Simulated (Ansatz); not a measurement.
The system is I.

```
CELL_PARAMETERS angstrom
0.00000 2.36560 3.90984
2.19225 0.00000 3.90984
2.19225 2.36560 0.00000
ATOMIC_POSITIONS crystal
I 0.00000 0.00000 0.00000
```

A run of Ansatz 0.2.0 on this cell left the log below. Logs are shortened: lines on timing, memory, paths and dates and some standing lists are left out, and cuts for length are marked.

```text
Warning: RAYON_NUM_THREADS=1 ignored (pool sized by the plan → 1); use --threads N
LAPW: plane waves up to 6.503 Å⁻¹, error target 1.0e-3 eV per atom; Dirac's equation on spinors; I in spheres of 1.613 Å, 25 of its electrons in bands (how accurate: hamiltonian.pseudopotentials.lapw.basis_error, Limitations)
Engine: ansatz 0.2.0, x86_64-unknown-linux-gnu
Pseudopotentials: kind: all_electron
Pseudopotential: I, LAPW, valence charge 25, lapw/all_electron/dirac/gaussian/I, Dirac's equation, gaussian nucleus
Functional definition: PBEsol
  exchange = pbesol_x
  correlation = pbesol_c
non-collinear run that drives no moment, with spin-orbit: no starting moment large enough to seed its density (crystal.atoms[].spin), no starting occupations that ask for one, no magnetisation constraint and no magnetic field, so the semilocal B_xc is pinned to zero
Crystal: 1 atoms, lattice volume = 40.553 Å³
Basis set: ecut = 161.13358743184148 eV, 193 PW (Γ), FFT grids on a1−a2, a2, a3, exchange–correlation at level 2
Bands: 34, of which v1, the nominal top of the filled ones, is band 25 counted from 1 (24 counted from 0)
Symmetry: 8 space group operations + 8 with time reversal
Magnetic group: BNS 69.522 (UNI 620), of the structure as read, at distance tolerance 3.4e-5 Å
k-points: 64 of 343
Non-local potential: I, projectors of the file, none
Initial density: superposition of atomic densities (chi_scale 0.1, normalization cell)
Initial wavefunctions: plane waves of lowest kinetic energy (no species holds an atomic orbital)
Functional: x = pbesol(κ = 0.804, μ = 0.12345679012345678), c = pbesol(β = 0.046)
[... 10 lines left out ...]
SCF iter   7: F=-193632.911725 eV  HF=-193632.911725 eV  |F-HF|=1.75e-9  |Δ(HF+E_count)|=   1.06e-7  Δρ=2.36e-6  dr2=1.74e-9  dr2_m=0.00e0 (ungated)  ethr=4.45e-11  |M|=0.00e0 ∫|m|=0.00e0 μB  ⟨swp⟩=3.0  Hψ=6282  notcnv=0
SCF 1 converged in 7 iterations: F = -193632.911725 eV  dr2 = 1.74e-9
NSCF: frozen V_eff on 85 k-points
SCF converged after 7 iterations
Magnetization: |M| = 0.0000 μB,  M = (+0.0000, +0.0000, +0.0000) μB
Absolute magnetization: 0.0000 μB (∫|m|)
  site 0: m = (+0.0000, +0.0000, +0.0000) μB, |m| = 0.0000 μB  (R = 1.61 Å)
Free energy (F): -193632.911725 eV
Harris-Foulkes:  -193632.911725 eV  (|F-HF|=1.75e-9)
Internal energy: -193632.904453 eV  (E = F + TS)
E sigma→0 (E₀):  -193632.908089 eV
Entropy (-TS):   -0.007272 eV (-7.272 meV/atom)
Fermi energy:    7.402001 eV
--- Per-component energies (eV) ---
  E_band       = -1387.316807
  E_kinetic    = 205209.572194
  E_xc         = -4861.168125
  E_electrostatic = -393981.308523  (all electrons and nuclei)
  E_smearing   = -0.007272  (= −TS)
  E_closure    = 0.000000  (closes the sum)
  E_atoms      = -193631.238603  (free atoms, spherical and without spin; not in F)
  Σ components = -193632.911725   (vs F -193632.911725, Δ=0.00e0)
  Basis errors (estimates in eV, not in F): energy 4.9e-4 per atom: plane waves 4.5e-4 (2.4e-4 summed), levels above the bands 5.4e-89, relativity 4.6e-8, radial functions 4.1e-5, core shells 1.6e-9; eigenvalues (radial functions only) 1.7e-5; not estimated: angular momenta, meshes, grids; target (lapw.basis_error) 1.0e-3; muffin-tin radii I 1.613 Å
--- Forces (eV/Å), atoms counted from 1 ---
  atom   1  I      0.00000000     0.00000000    -0.00000000
  max |Σ_I F_I| component: 6.46e-27 eV/Å
--- Stress (GPa, compression-positive) ---
       -0.830134      -0.000000       0.000000
       -0.000000      -1.093724      -0.000000
        0.000000      -0.000000      -0.428758
  P = ⅓ Tr σ = -0.7842 GPa (-7.842 kbar)
--- Band table (eV; the first three rows and the last of 64) ---
  k-point 0: bands = ["-167.6061", "-167.6061", "-122.3572", "-122.3572", "-111.4493", "-111.4493", "-111.3151", "-111.3151", "-38.7332", "-38.7332", "-38.5760", "-38.5760", "-37.0506", "-37.0506", "-36.9091", "-36.9091", "-36.8492", "-36.8492", "-6.4510", "-6.4510", "5.3418", "5.3418", "7.9522", "7.9522", "8.8307", "8.8307", "11.7953", "11.7953", "15.0352", "15.0352", "15.6031", "15.6031", "19.5887", "19.5887"]
  k-point 1: bands = ["-167.6061", "-167.6061", "-122.3572", "-122.3572", "-111.4493", "-111.4493", "-111.3151", "-111.3151", "-38.7322", "-38.7322", "-38.5758", "-38.5758", "-37.0492", "-37.0492", "-36.9094", "-36.9094", "-36.8485", "-36.8485", "-6.2357", "-6.2357", "5.2813", "5.2813", "6.7176", "6.7176", "8.5871", "8.5871", "12.3789", "12.3789", "15.4685", "15.4685", "16.6502", "16.6502", "17.4883", "17.4883"]
  k-point 2: bands = ["-167.6060", "-167.6060", "-122.3572", "-122.3572", "-111.4494", "-111.4494", "-111.3151", "-111.3151", "-38.7302", "-38.7302", "-38.5754", "-38.5754", "-37.0461", "-37.0461", "-36.9100", "-36.9100", "-36.8469", "-36.8469", "-5.6703", "-5.6703", "3.9958", "3.9958", "5.5966", "5.5966", "8.8462", "8.8462", "13.0328", "13.0328", "15.2660", "15.2660", "16.0239", "16.0239", "19.9082", "19.9082"]
  k-point 63: bands = ["-167.6061", "-167.6061", "-122.3572", "-122.3572", "-111.4493", "-111.4493", "-111.3151", "-111.3151", "-38.7322", "-38.7322", "-38.5757", "-38.5757", "-37.0492", "-37.0492", "-36.9093", "-36.9093", "-36.8483", "-36.8483", "-6.0043", "-6.0043", "3.4874", "3.4874", "6.3877", "6.3877", "8.3616", "8.3616", "14.7950", "14.7950", "16.6268", "16.6268", "17.2757", "17.2757", "21.5797", "21.5797"]
```

Question: Write the input and the command behind it.

Answer: Band structure with PBEsol, spin-orbit coupling, no magnetisation. The files as run (others can give the same):

input.yaml
```yaml
crystal:
  lattice:
    - [0.0, 2.3656004428, 3.9098401324]
    - [2.1922454667, 0.0, 3.9098401324]
    - [2.1922454667, 2.3656004428, 0.0]
  atoms:
    - { symbol: I, position: [0.0, 0.0, 0.0] }
kpoints:
  mp_grid: { grid: [7, 7, 7] }
  band_path:
    path:
      - [0.0, 0.0, 0.0]
      - [0.5, 0.0, 0.5]
      - [0.5, 0.1138942365, 0.6138942365]
      - [0.0504161431, 0.5, 0.5504161431]
      - [0.0, 0.5, 0.5]
      - [0.0, 0.0, 0.0]
      - [0.5, 0.5, 0.0]
      - [0.9495838569, 0.5, 0.4495838569]
    npoints: 12
scf:
  occupations: { method: fermi_dirac, width: 0.05 }
hamiltonian:
  xc: pbesol
  pseudopotentials: { kind: all_electron, lapw: { basis_error: 0.001 } }
magnetization:
  noncollinear: true
  spin_orbit: true
output:
  forces: true
  stress: true
  eigenvalues: true
```

Potentials or basis: all-electron LAPW, relativistic spinors.
Command:
```console
$ ansatz run input.yaml --threads 1 --pin off --max-ram 3072MiB --backend cpu --events-out ev --progress --plain --runs-dir out
```

Caveat: the k mesh is thin for a metal, which can move the energy by tens of meV per atom.
